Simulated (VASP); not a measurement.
# SiO2 (Cristobalite) (P4_12_12) in VASP: further runs

The runs below take SiO2 (Cristobalite) through relaxation of cell and atoms, with PBE, PBE+D3(BJ).

Program: VASP 6.6.1. These are calculated values, not measurements. Logs are shortened: lines on timing, memory, paths and dates and some standing lists are left out, and cuts for length are marked.

## 1. The structure

Symmetry: P4_12_12, No. 92, tetragonal system. The conventional cell has a = 4.982 Å, b = 4.982 Å, c = 6.963 Å, α = 90.00°, β = 90.00°, γ = 90.00°. Around Si (site symmetry 2) lie 4 O at 1.60 to 1.61 Å. Around O (site symmetry 1) lie 2 Si at 1.60 to 1.61 Å.

## 2. Relaxation of cell and atoms, PBE

File INCAR:

```
SYSTEM = SiO2
PREC = Accurate
ENCUT = 600
EDIFF = 1E-6
ISMEAR = 0
SIGMA = 0.03
LREAL = .FALSE.
LASPH = .TRUE.
NELM = 80
ALGO = Normal
ISIF = 3
LWAVE = .FALSE.
LCHARG = .FALSE.
GGA = PE
IBRION = 2
NSW = 90
EDIFFG = -0.01
KPAR = 4
```

File KPOINTS:

```
Automatic mesh
0
G
  6 6 4
  0 0 0
```

File POSCAR:

```
SiO2
1.0
    4.9820000000      0.0000000000      0.0000000000
    0.0000000000      4.9820000000      0.0000000000
    0.0000000000      0.0000000000      6.9630000000
Si O
4 8
Direct
    0.2989700000      0.2989700000      0.0000000000
    0.2010300000      0.7989700000      0.2500000000
    0.7010300000      0.7010300000      0.5000000000
    0.7989700000      0.2010300000      0.7500000000
    0.2398900000      0.1034700000      0.1781300000
    0.3965300000      0.7398900000      0.4281300000
    0.7601100000      0.8965300000      0.6781300000
    0.6034700000      0.2601100000      0.9281300000
    0.7398900000      0.3965300000      0.5718700000
    0.8965300000      0.7601100000      0.3218700000
    0.2601100000      0.6034700000      0.0718700000
    0.1034700000      0.2398900000      0.8218700000
```

Potentials or basis: VASP PAW PBE potentials, release 64 (Si, O).

The run is started by

```sh
> cat potpaw_PBE.64/Si/POTCAR potpaw_PBE.64/O/POTCAR > POTCAR
> mpirun -np 4 vasp_std > vasp.out
```

OUTCAR:

```text
SYSTEM = SiO2
   PREC = Accurate
   ENCUT = 600
   EDIFF = 1E-6
   ISMEAR = 0
   LREAL = .FALSE.
   LASPH = .TRUE.
   NELM = 80
   ISIF = 3
   GGA = PE
   IBRION = 2
   NSW = 90
   EDIFFG = -0.01

 ion  position               nearest neighbor table
   1  0.299  0.299  0.000-   5 1.60  12 1.60  11 1.61   8 1.61   2 3.08   4 3.08   2 3.08   4 3.08

   2  0.201  0.799  0.250-   6 1.60  11 1.60  10 1.61   5 1.61   1 3.08   3 3.08   1 3.08   3 3.08

   3  0.701  0.701  0.500-   7 1.60  10 1.60   9 1.61   6 1.61   2 3.08   4 3.08   4 3.08   2 3.08

   4  0.799  0.201  0.750-   8 1.60   9 1.60   7 1.61  12 1.61   1 3.08   3 3.08   3 3.08   1 3.08

   5  0.240  0.103  0.178-   1 1.60   2 1.61
   6  0.397  0.740  0.428-   2 1.60   3 1.61
   7  0.760  0.897  0.678-   3 1.60   4 1.61
   8  0.603  0.260  0.928-   4 1.60   1 1.61
   9  0.740  0.397  0.572-   4 1.60   3 1.61
  10  0.897  0.760  0.322-   3 1.60   2 1.61
  11  0.260  0.603  0.072-   2 1.60   1 1.61
  12  0.103  0.240  0.822-   1 1.60   4 1.61

  LATTYP: Found a simple tetragonal cell.
 ALAT       =     4.9820000000
 C/A-ratio  =     1.3976314733

  Lattice vectors:

 A1 = (   4.9820000000,   0.0000000000,   0.0000000000)
 A2 = (   0.0000000000,   4.9820000000,   0.0000000000)
 A3 = (   0.0000000000,   0.0000000000,   6.9630000000)

Analysis of symmetry for initial positions (statically):
=====================================================================
 Subroutine PRICEL returns:
 Original cell was already a primitive cell.

 Routine SETGRP: Setting up the symmetry group for a
 simple tetragonal supercell.

 Subroutine GETGRP returns: Found  8 space group operations
 (whereof  2 operations were pure point group operations)
 out of a pool of 16 trial point group operations.

The static configuration has the point symmetry C_2 .
 The point group associated with its full space group is D_4 .

Analysis of symmetry for dynamics (positions and initial velocities):
=====================================================================
 Subroutine PRICEL returns:
 Original cell was already a primitive cell.

 Routine SETGRP: Setting up the symmetry group for a
 simple tetragonal supercell.

 Subroutine GETGRP returns: Found  8 space group operations
 (whereof  2 operations were pure point group operations)
 out of a pool of 16 trial point group operations.

The dynamic configuration has the point symmetry C_2 .
 The point group associated with its full space group is D_4 .

 Subroutine INISYM returns: Found  8 space group operations
 (whereof  2 operations are pure point group operations),
[... 134 lines left out ...]
   IMIX   =      4    mixing-type and parameters
     AMIX     =   0.40;   BMIX     =  1.00
     AMIX_MAG =   1.60;   BMIX_MAG =  1.00
  volume/ion in A,a.u.               =      14.40        97.19
  Fermi-wavevector in a.u.,A,eV,Ry     =   1.175620  2.221599 18.804365  1.382082
  Thomas-Fermi vector in A             =   2.311997
   LORBIT       =      0    0 simple, 1 ext, 2 COOP (PROOUT), +10 PAW based schemes
   GGA     = PE    functional components
   LHFCALC =     F    Hartree Fock is set to
   AEXX    =    0.0000 exact exchange contribution
   IVDW    =     0    specifies the selected vdW correction
   LEPSILON=     F    determine dielectric tensor
   LRPA    =     F    only Hartree local field effects (RPA)
 conjugate gradient relaxation of ions
 non-spin polarized calculation
 Gauss-broadening in eV      SIGMA  =   0.03
  energy-cutoff  :      600.00
  volume of cell :      172.82
 maximum number of plane-waves:      5796
 NGX is ok and might be reduce to    40
   NGX = 19   NGY = 19   NGZ = 27

--------------------------------------- Ionic step        1  -------------------------------------------

 number of electron      63.9999987 magnetization

 Free energy of the ion-electron system (eV)
  ---------------------------------------------------
  ext. energy  EPLUGINS =         0.00000000
  ---------------------------------------------------
  free energy    TOTEN  =       -94.83500375 eV

  energy without entropy =      -94.83500375  energy(sigma->0) =      -94.83500375

------------------------ aborting loop because EDIFF is reached ----------------------------------------

  FORCE on cell =-STRESS in cart. coord.  units (eV):
  Direction    XX          YY          ZZ          XY          YZ          ZX
  --------------------------------------------------------------------------------------
  -------------------------------------------------------------------------------------
  Total        6.4503625      6.4503625      7.1124526      0.0000000      0.0000000     -0.0000000
  in kB       59.7985793     59.7985793     65.9365354      0.0000000      0.0000000     -0.0000000
  external PRESSURE =      61.8445647 kB  Pullay stress =       0.0000000 kB
[... 119 lines left out ...]
  FREE ENERGIE OF THE ION-ELECTRON SYSTEM (eV)
  ---------------------------------------------------
  free  energy   TOTEN  =       -94.9528742755 eV

  energy  without entropy=      -94.9528742755  energy(sigma->0) =      -94.95287428

 E-fermi :   0.0021     XC(G=0):  -8.2073

 val. band max:       -0.1744558408   @ k =   0.0000   0.0000   0.0000
 cond. band min:       5.3551223701   @ k =   0.0000   0.0000   0.0000
 fundamental gap:      5.5295782109
 Fermi energy:         0.0021305301

 k-point     1 :       0.0000    0.0000    0.0000
  band No.  band energies     occupation
      1     -19.5017      2.00000
      2     -18.6316      2.00000
      3     -18.6316      2.00000
      4     -17.5046      2.00000
      5     -17.4886      2.00000
      6     -17.4737      2.00000
[... 997 lines left out ...]
     38       9.0083      0.00000
     39       9.7981      0.00000

 [... further k-points ...]

[... ionic steps 4 to 37 ...]

--------------------------------------- Ionic step       38  -------------------------------------------

 number of electron      63.9999975 magnetization

------------------------ aborting loop because EDIFF is reached ----------------------------------------
[... 87 lines left out ...]
--------------------------------------- Ionic step       40  -------------------------------------------

 number of electron      63.9999976 magnetization

 Free energy of the ion-electron system (eV)
  ---------------------------------------------------
  ext. energy  EPLUGINS =         0.00000000
  ---------------------------------------------------
  free energy    TOTEN  =       -94.96036653 eV

  energy without entropy =      -94.96036653  energy(sigma->0) =      -94.96036653

 E-fermi :  -0.0988     XC(G=0):  -8.1140

 val. band max:       -0.2816561979   @ k =   0.0000   0.0000   0.0000
 cond. band min:       5.2354020400   @ k =   0.0000   0.0000   0.0000
 fundamental gap:      5.5170582380
 Fermi energy:        -0.0988080536

 k-point     1 :       0.0000    0.0000    0.0000
  band No.  band energies     occupation
      1     -19.6018      2.00000
      2     -18.7401      2.00000
      3     -18.7401      2.00000
      4     -17.6164      2.00000
      5     -17.5882      2.00000
      6     -17.5873      2.00000
[... 1038 lines left out ...]
  FREE ENERGIE OF THE ION-ELECTRON SYSTEM (eV)
  ---------------------------------------------------
  free  energy   TOTEN  =       -94.9603665278 eV

  energy  without entropy=      -94.9603665278  energy(sigma->0) =      -94.96036653

 reached required accuracy - stopping structural energy minimisation
```

OSZICAR:

```text
N       E                     dE             d eps       ncg     rms          rms(c)
DAV:   1     0.481075431861E+03    0.48108E+03   -0.35944E+04  2340   0.167E+03
DAV:   2    -0.694706640648E+02   -0.55055E+03   -0.53636E+03  3032   0.357E+02
[... 301 lines left out ...]
       N       E                     dE             d eps       ncg     rms          rms(c)
DAV:   1    -0.949603547213E+02   -0.24139E-04   -0.15676E-02  2340   0.758E-01    0.324E-02
DAV:   2    -0.949603731204E+02   -0.18399E-04   -0.29926E-04  2760   0.984E-02    0.183E-02
DAV:   3    -0.949603676252E+02    0.54951E-05   -0.67203E-06  2699   0.181E-02    0.867E-03
DAV:   4    -0.949603664826E+02    0.11426E-05   -0.49248E-06  2633   0.147E-02    0.145E-03
DAV:   5    -0.949603665278E+02   -0.45189E-07   -0.72323E-07  1674   0.527E-03
  40 F= -.94960367E+02 E0= -.94960367E+02  d E =-.698438E-04
```

Run time: 18 min. Hardware: 4 MPI ranks of Intel Xeon Platinum 8488C (Sapphire Rapids), shared host; peak memory 0.4 GiB.

What came out:

- Free energy: -94.9604 eV
- Relaxed volume: 15.25 Å³/atom
- Relaxed cell: a = 5.081 Å, b = 5.081 Å, c = 7.090 Å, α = 90.00°, β = 90.00°, γ = 90.00°
- Space group after relaxing (to 0.05 Å): P4_12_12 (No. 92)
- Energy gained by relaxing: 10.4 meV/atom
- Ionic steps: 40
- Pressure after relaxing: 0.0 GPa
- Largest force after relaxing: 0.005 eV/Å
- Band gap on the k mesh: 5.52 eV, direct

Forces on the atoms (eV/Å):
```
Si   0.003  0.003  0.000
Si  -0.003  0.003  0.000
Si  -0.003 -0.003  0.000
Si   0.003 -0.003  0.000
O   -0.003 -0.004  0.000
O    0.004 -0.003  0.000
O    0.003  0.004  0.000
O   -0.004  0.003  0.000
O   -0.003  0.004  0.000
O    0.004  0.003  0.000
O    0.003 -0.004  0.000
O   -0.004 -0.003  0.000
```

Step by step:
```csv
step,energy change (eV),largest force (eV/Å),pressure (GPa),volume (Å³)
1,0.0000,0.4023,6.18,172.82
2,0.1278,0.6892,-7.29,187.10
3,-0.1179,0.1402,0.12,178.46
4,-0.1179,0.1351,0.23,178.35
5,-0.1095,0.3647,-0.32,179.05
6,-0.1197,0.0306,0.07,178.56
7,-0.1201,0.0283,-0.01,178.70
8,-0.1206,0.0277,-0.17,179.05
9,-0.1208,0.0236,-0.04,178.99
10,-0.1209,0.0206,0.06,178.94
11,-0.1209,0.0219,0.09,178.92
12,-0.1211,0.0292,0.10,178.98
13,-0.1214,0.0586,0.13,179.15
14,-0.1212,0.1182,0.18,179.49
15,-0.1215,0.0754,0.14,179.25
16,-0.1215,0.0727,0.14,179.27
17,-0.1217,0.0637,0.13,179.36
18,-0.1220,0.0457,0.10,179.52
19,-0.1224,0.0288,0.04,179.85
20,-0.1221,0.0618,-0.08,180.50
21,-0.1224,0.0297,0.00,180.03
22,-0.1225,0.0289,0.01,180.08
23,-0.1228,0.0283,0.01,180.21
24,-0.1232,0.0325,0.00,180.49
25,-0.1238,0.0511,-0.01,181.04
26,-0.1237,0.1008,-0.04,182.14
27,-0.1240,0.0719,-0.03,181.53
28,-0.1241,0.0591,-0.01,181.61
29,-0.1244,0.0254,0.01,181.84
30,-0.1244,0.0355,0.01,181.90
31,-0.1245,0.0327,0.02,181.93
32,-0.1247,0.0243,0.03,182.03
33,-0.1249,0.0169,0.06,182.23
34,-0.1251,0.0254,0.12,182.63
35,-0.1252,0.0161,0.03,182.87
36,-0.1252,0.0172,0.02,182.90
37,-0.1253,0.0120,-0.01,182.95
38,-0.1253,0.0201,-0.05,183.01
39,-0.1253,0.0119,-0.05,183.01
40,-0.1254,0.0052,-0.04,183.01
```

Final structure:
```xyz
12
Lattice="5.0806 0.0000 0.0000 0.0000 5.0806 0.0000 0.0000 0.0000 7.0903" Properties=species:S:1:pos:R:3 pbc="T T T"
Si    1.4969    1.4969    0.0000
Si    1.0434    4.0372    1.7726
Si    3.5837    3.5837    3.5451
Si    4.0372    1.0434    5.3177
O     1.2247    0.4805    1.2383
O     2.0598    3.7650    3.0108
O     3.8558    4.6001    4.7834
O     3.0208    1.3156    6.5560
O     3.7650    2.0598    4.0794
O     4.6001    3.8558    2.3069
O     1.3156    3.0208    0.5343
O     0.4805    1.2247    5.8520
```

A k mesh can miss the band edges. PBE usually gives volumes a little too large and moduli too small.

## 3. Relaxation of cell and atoms, PBE

This run uses another cell than the first one, of 15.25 Å³/atom, 1.059 times its volume.

INCAR: that of step 2 with these lines changed.

```diff
@@ -3,3 +3,3 @@
 ENCUT = 600
-EDIFF = 1E-6
+EDIFF = 1E-7
 ISMEAR = 0
@@ -16,3 +16,3 @@
 NSW = 90
-EDIFFG = -0.01
+EDIFFG = -0.005
 KPAR = 4
```

KPOINTS is that of step 2.

File POSCAR:

```
SiO2                                    
1.0
    5.0805595198     -0.0000000000     -0.0000000000
   -0.0000000000      5.0805595198      0.0000000000
   -0.0000000000      0.0000000000      7.0902825942
  Si              O             
     4     8
Direct
     0.2946344671271098    0.2946344671271098    0.0000000000000000
     0.2053655328728902    0.7946344671271097    0.2500000000000000
     0.7053655328728903    0.7053655328728903    0.5000000000000000
     0.7946344671271097    0.2053655328728902    0.7500000000000000
     0.2410600731415308    0.0945746999219416    0.1746443136699575
     0.4054253000780585    0.7410600731415306    0.4246443136699573
     0.7589399268584694    0.9054253000780588    0.6746443136699578
     0.5945746999219412    0.2589399268584691    0.9246443136699578
     0.7410600731415306    0.4054253000780585    0.5753556863300422
     0.9054253000780588    0.7589399268584694    0.3253556863300427
     0.2589399268584691    0.5945746999219412    0.0753556863300425
     0.0945746999219416    0.2410600731415308    0.8253556863300422
```

Potentials or basis: VASP PAW PBE potentials, release 64 (Si, O).

The run is started by

```sh
> cat potpaw_PBE.64/Si/POTCAR potpaw_PBE.64/O/POTCAR > POTCAR
> mpirun -np 4 vasp_std > vasp.out
```

It took 2.3 min on 4 MPI ranks of Intel Xeon Platinum 8488C (Sapphire Rapids), shared host; peak memory 0.43 GiB.

It converged, with:

* Free energy: -94.9823 eV
* Relaxed volume: 15.24 Å³/atom
* Relaxed cell: a = 5.079 Å, b = 5.079 Å, c = 7.089 Å, α = 90.00°, β = 90.00°, γ = 90.00°
* Space group after relaxing (to 0.05 Å): P4_12_12 (No. 92)
* Energy gained by relaxing: 0.0 meV/atom
* Ionic steps: 3
* Pressure after relaxing: 0.0 GPa
* Largest force after relaxing: 0.005 eV/Å
* Band gap on the k mesh: 5.52 eV, direct

Forces on the atoms (eV/Å):
```
Si  -0.002 -0.002  0.000
Si   0.002 -0.002  0.000
Si   0.002  0.002  0.000
Si  -0.002  0.002  0.000
O   -0.002  0.004  0.000
O   -0.004 -0.002  0.000
O    0.002 -0.004  0.000
O    0.004  0.002  0.000
O   -0.002 -0.004  0.000
O   -0.004  0.002  0.000
O    0.002  0.004  0.000
O    0.004 -0.002  0.000
```

Final structure:
```yaml
crystal:
  lattice:
    - [5.07935, 0.00000, 0.00000]
    - [0.00000, 5.07935, 0.00000]
    - [0.00000, 0.00000, 7.08892]
  atoms:
    - { symbol: Si, position: [0.29465, 0.29465, 0.00000] }
    - { symbol: Si, position: [0.20535, 0.79465, 0.25000] }
    - { symbol: Si, position: [0.70535, 0.70535, 0.50000] }
    - { symbol: Si, position: [0.79465, 0.20535, 0.75000] }
    - { symbol: O, position: [0.24105, 0.09455, 0.17464] }
    - { symbol: O, position: [0.40545, 0.74105, 0.42464] }
    - { symbol: O, position: [0.75895, 0.90545, 0.67464] }
    - { symbol: O, position: [0.59455, 0.25895, 0.92464] }
    - { symbol: O, position: [0.74105, 0.40545, 0.57536] }
    - { symbol: O, position: [0.90545, 0.75895, 0.32536] }
    - { symbol: O, position: [0.25895, 0.59455, 0.07536] }
    - { symbol: O, position: [0.09455, 0.24105, 0.82536] }
```

Levels at points of the mesh, in eV from the valence-band top:
```
           k point  band 28  band 29  band 30  band 31  band 32  band 33  band 34  band 35  band 36  band 37
(0.00, 0.00, 0.00)    -1.15    -0.66    -0.25    -0.25     0.00     5.52     8.67     8.67     8.90     8.90
(0.50, 0.00, 0.00)    -1.01    -0.63    -0.63    -0.45    -0.45     7.49     7.49     9.12     9.12     9.43
(0.50, 0.50, 0.00)    -1.31    -0.59    -0.59    -0.55    -0.55     8.51     8.51     8.59     8.59     9.71
(0.00, 0.00, 0.50)    -0.74    -0.50    -0.50    -0.39    -0.39     6.72     6.72     9.34     9.34     9.34
(0.50, 0.00, 0.50)    -0.97    -0.92    -0.92    -0.16    -0.16     7.73     7.73     8.73     8.73     9.12
(0.50, 0.50, 0.50)    -1.33    -0.64    -0.64    -0.64    -0.64     9.02     9.02     9.02     9.02     9.54
```

A k mesh can miss the band edges. As with any semilocal functional, this PBE gap is likely too small.

[end of part 1 of 2]
